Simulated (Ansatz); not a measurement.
Results of PBE-D3(BJ) (Ansatz, an electronic-structure program, plane waves, PAW) for skutterudite CoSb₃.

Run with plane-wave cutoff 520 eV, 6×6×6 k mesh, Fermi–Dirac smearing 0.01 eV, no spin polarisation, scalar-relativistic PAW data made under PBE.

Energies at three volumes about the minimum:

```
V (Å³/atom)  E − E_lowest (meV/atom)
-----------  -----------------------
22.346                          2.78
22.802                          0.00
23.258                          2.58
```

**Question.** Fit a parabola by hand: where is the minimum, what lattice constant follows, and what is the bulk modulus?

**Answer.** Slopes: (0.00 − 2.78)/(22.802 − 22.346) = -6.096 and (2.58 − 0.00)/(23.258 − 22.802) = 5.658 meV/Å³. Curvature E″ = 2 × (5.658 − (-6.096))/(23.258 − 22.346) = 25.776 meV/Å⁶. From the middle of the first interval, the slope vanishes at V0 = 22.5740 − (-6.096)/25.776 = 22.810 Å³/atom. B = V0 E″ = 22.810 × 25.776 meV/Å³ × 0.1602 GPa per meV/Å³ = 94.2 GPa. With 32 atoms in the cube, a = (32 × 22.810)^(1/3) = 9.004 Å. The full Birch–Murnaghan fit to all volumes gives V0 = 22.801 Å³/atom and B0 = 94.2 GPa.

Shape and atoms are relaxed at each volume.

Measured, for comparison: bulk modulus 95 ± 5 GPa (room temperature, not corrected to a static lattice, our sources range from 85.0 to 95.0; as tabulated in Alexeev et al. (2016), arXiv:1601.07731); lattice constant a 9.037 Å (room temperature, not corrected to a static lattice; as tabulated in Alexeev et al. (2016), arXiv:1601.07731). Computed (rounded) less measured: bulk modulus -0.8 % (inside the range of the sources held).

Note: the bulk modulus comes from volumes at which shape and atoms were relaxed.
